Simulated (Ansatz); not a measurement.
Input for Ansatz (plane-wave DFT), Ti:

```yaml
crystal:
  lattice:
    - [0.0, 2.03, 2.03]
    - [2.03, 0.0, 2.03]
    - [2.03, 2.03, 0.0]
  atoms:
    - { symbol: Ti, position: [0.0, 0.0, 0.0] }
  symmetry: { detect: true }
basis:
  ecutwfc: "20 Ry"
kpoints:
  mp_grid: { grid: [6, 6, 6] }
hamiltonian:
  xc: pbe
scf:
  occupations: { method: methfessel_paxton, width: 0.06 }
  mixing: { beta: 0.38 }
  initial_density: { chi_scale: 0, normalization: atom }
  max_iter: 65
output:
  forces: true
  stress: true
  eigenvalues: true
```

Command:

```bash
ansatz run input.yaml --threads 1 --pin off --max-ram 1331MiB --backend cpu --events-out ev --progress --plain --runs-dir out
```

From the log (HF is the Harris–Foulkes energy, dr2 the density residual in eV):

```text
Warning: basis.ecutwfc = 272.11386245988 eV is below the records' recommended 420 eV, and the density's cutoff is lower with it unless basis.ecutrho_ratio is high enough to keep the records' density cutoff: compare with a run at a higher cutoff
Pseudopotential: Ti, paw, valence charge 12, recommended cutoff 420 eV (normal)
Crystal: 1 atom, lattice volume = 16.731 Å³
Basis set: ecut = 272.11386245988 eV, 169 PW (Γ), exchange–correlation on 32×32×32 points (8 copies of the dense FFT grid, shifted against one another)
Bands: 10, of which v1, the nominal top of the filled ones, is band 6 counted from 1 (5 counted from 0)
Symmetry: 48 space group operations
Space group: Fm-3m (ITA 225), of the structure as read, at distance tolerance 2.6e-5 Å
k-points: 16 of 216
Initial density: superposition of atomic densities
SCF iter   1: HF=-2499.371274 eV  Δρ=6.26e-2  dr2=6.27e-1
SCF iter   2: HF=-2499.140915 eV  S|Δr|=    0.00e0  Δρ=1.27e-2  dr2=1.19e-2
SCF iter   3: HF=-2499.146646 eV  S|Δr|=    0.00e0  Δρ=7.46e-3  dr2=3.07e-3
SCF iter   4: HF=-2499.150535 eV  S|Δr|=    0.00e0  Δρ=8.22e-4  dr2=3.68e-5
SCF iter   5: HF=-2499.150576 eV  S|Δr|=    0.00e0  Δρ=9.63e-5  dr2=3.99e-7
SCF iter   6: F=-2499.150577 eV  HF=-2499.150577 eV  S|Δr|=    0.00e0  Δρ=1.62e-5  dr2=3.88e-8
SCF 1 converged in 6 iterations: F = -2499.150577 eV  dr2 = 3.88e-8
SCF converged after 6 iterations
Stability not checked: this state was not tested for a lower state beside it, because cold or Methfessel-Paxton smearing, or corrected tetrahedra, fill the levels in a way that the test cannot read (fill_not_monotonic; see scf.lower_state_search)
Free energy (F): -2499.150577 eV
E sigma→0 (E₀):  -2499.150736 eV
Entropy (-TS):   0.000638 eV (0.638 meV/atom)
Fermi energy:    13.811430 eV
--- Forces (eV/Å), atoms counted from 1 ---
  atom   1  Ti     0.00000000     0.00000000     0.00000000
--- Stress (GPa, compression-positive) ---
        3.574758      -0.000000      -0.000000
        0.000000       3.574758       0.000000
        0.000000       0.000000       3.574758
  P = ⅓ Tr σ = 3.5748 GPa (35.748 kbar)
```

These settings were drawn at random to show what each does; none of the numbers is a converged property of the crystal.